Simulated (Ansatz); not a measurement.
# CuAu: equation of state with PBEsol

CuAu:

```xyz
2
Lattice="2.8107 0.0000 0.0000 0.0000 2.8107 0.0000 0.0000 0.0000 3.6850" Properties=species:S:1:pos:R:3 pbc="T T T"
Au    0.0000    0.0000    0.0000
Cu    1.4054    1.4054    1.8425
```

```json
{"Program": "Ansatz 0.2.0", "Task": "equation of state", "Functional": "PBEsol", "Potentials or basis": "all-electron LAPW, scalar-relativistic", "Basis error allowed": "0.0005 eV/atom", "k mesh": "9 × 9 × 7", "Occupations": "fermi-dirac, width 0.05 eV", "Spin": "no spin polarisation"}
```

The equilibrium volume is 14.21 Å³/atom. The bulk modulus at fixed shape and positions is 174 GPa and the pressure derivative of the bulk modulus is 5.5.

Energy against volume, from the lowest point:
| volume (Å³/atom) | energy (meV/atom) |
| --- | --- |
| 13.683 | 11.17 |
| 13.974 | 1.99 |
| 14.265 | 0.00 |
| 14.556 | 4.32 |
| 14.847 | 14.17 |
| 15.139 | 28.83 |
| 15.430 | 47.69 |

All runs of the series together: 3.3 min on 1 thread of Arm Neoverse V2 (shared host).

Caveat: the cell was scaled at fixed shape and fractional positions, which overstates the stiffness of a crystal with free parameters, most of all of layers and chains. Spin-orbit coupling is left out, which matters for the levels of Au.
